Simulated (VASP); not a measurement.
Computed with PBE GGA, VASP's PBE PAW potentials (set 64) (plane waves; VASP 6.6.1).

Gaps are without spin-orbit coupling.

```yaml
volume_per_atom: 14.96 Å³/atom
band gap (over mesh and band path): 0.60 eV
smallest direct gap (over mesh and band path): 0.84 eV
```

**Question.** Which relaxed crystal gives these values?
(A) RuS2, Pa-3 (205)
(B) MgH2, P4_2/mnm (136)
(C) Mg2Si, Fm-3m (225)
(D) CaF2, Fm-3m (225)

**Answer.** A, RuS2, Pa-3 (205)
